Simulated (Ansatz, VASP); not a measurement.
## Two plane-wave programs on InAs

File INCAR:

```
SYSTEM = InAs
  ALGO = Normal
  EDIFF = 1E-6
  ENCUT = 520
  GGA = PE
  ISIF = 2
  ISMEAR = 0
  LASPH = .True.
  LCHARG = .False.
  LREAL = .False.
  LWAVE = .False.
  NBANDS = 16
  NELM = 80
  PREC = Accurate
  SIGMA = 0.05
```

KPOINTS

```
k-points
0
Gamma
  14 14 14
  0 0 0
```

The input POSCAR:

```
InAs
1.0
    0.0000000000      2.9112755211      2.9112755211
    2.9112755211      0.0000000000      2.9112755211
    2.9112755211      2.9112755211      0.0000000000
In As
1 1
Direct
    0.5000000000      0.5000000000      0.5000000000
    0.0000000000      0.0000000000      0.0000000000
```

Input for Ansatz:

```yaml
crystal:
  lattice:
    - [0.0, 2.9112755211, 2.9112755211]
    - [2.9112755211, 0.0, 2.9112755211]
    - [2.9112755211, 2.9112755211, 0.0]
  atoms:
    - { symbol: In, position: [0.5, 0.5, 0.5] }
    - { symbol: As, position: [0.0, 0.0, 0.0] }
basis:
  ecutwfc: 420
  ecutrho_ratio: 4
kpoints:
  mp_grid: { grid: [14, 14, 14] }
hamiltonian:
  xc: pbe
scf:
  occupations: { method: gaussian, width: 0.05 }
output:
  forces: true
  stress: true
  eigenvalues: true
```

Alike in both runs: task single point; functional PBE; k mesh 14 × 14 × 14; occupations gaussian, width 0.05 eV; no spin polarisation.

```csv
,VASP,Ansatz
version,VASP 6.6.1,Ansatz 0.2.0
potentials or method,"VASP PAW PBE potentials, release 64 (In_d, As)","scalar-relativistic, plane waves, PAW"
plane-wave cutoff (eV),520,420
valence electrons in the cell,18,28
```

|  | VASP | Ansatz | Ansatz less VASP |
| --- | --- | --- | --- |
| gap on the k mesh at the Fermi level (eV) | none | none | - |
| pressure (GPa) | -2.1 | -2.1 | -0.03 |

A gap of «none» marks a metal or a gap that the smearing closes. The functional is the same, so the differences come from potentials, cutoffs and numerics. The two sets of potentials don't hold the same shells in valence.
